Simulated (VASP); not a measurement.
Here is a VASP 6.6.1 calculation.

Contents of run.py:

```python
from ase import Atoms
from ase.calculators.vasp import Vasp

atoms = Atoms(
    ['Na'],
    cell=[[-2.0516859828, 2.0516859828, 2.0516859828], [2.0516859828, -2.0516859828, 2.0516859828], [2.0516859828, 2.0516859828, -2.0516859828]],
    scaled_positions=[[0.0, 0.0, 0.0]],
    pbc=True,
)
calc = Vasp(
    directory='calc',
    xc='pbesol',
    pp='PBE',
    setups='recommended',
    prec='Accurate',
    encut=520,
    ediff=1e-07,
    ismear=-1,
    sigma=0.1,
    lreal=False,
    lasph=True,
    nelm=80,
    algo='Fast',
    isif=2,
    lwave=False,
    lcharg=False,
    ibrion=2,
    nsw=40,
    ediffg=-0.01,
    kpts=[9, 9, 9],
    gamma=True,
)
atoms.calc = calc

print('energy (eV):', atoms.get_potential_energy())
print('free energy (eV):', atoms.get_potential_energy(force_consistent=True))
print('forces (eV/A):')
print(atoms.get_forces())
print('stress (eV/A^3, Voigt):', atoms.get_stress())
print('Fermi level (eV):', calc.get_fermi_level())
print('cell (A, degrees):', atoms.cell.cellpar())
print('volume (A^3):', atoms.get_volume())
print('scaled positions:')
print(atoms.get_scaled_positions())
```

Potentials or basis: VASP PAW PBE potentials, release 64 (Na_pv).

The run is started by

```sh
$ python run.py
```

Task: What does it give for the band gap on the k mesh?

Result: None (metal or under the smearing width).

Final structure:
```cif
data_structure
_symmetry_space_group_name_H-M 'P 1'
_symmetry_Int_Tables_number 1
_cell_length_a 3.5536
_cell_length_b 3.5536
_cell_length_c 3.5536
_cell_angle_alpha 109.471
_cell_angle_beta 109.471
_cell_angle_gamma 109.471
_cell_volume 34.55
loop_
_atom_site_label
_atom_site_type_symbol
_atom_site_fract_x
_atom_site_fract_y
_atom_site_fract_z
_atom_site_occupancy
Na1 Na 0.00000 0.00000 0.00000 1
```

Caveat: the relaxation stopped at its first step, so nothing moved; the PAW data sets were made with another functional, which shifts forces and pressure a little.
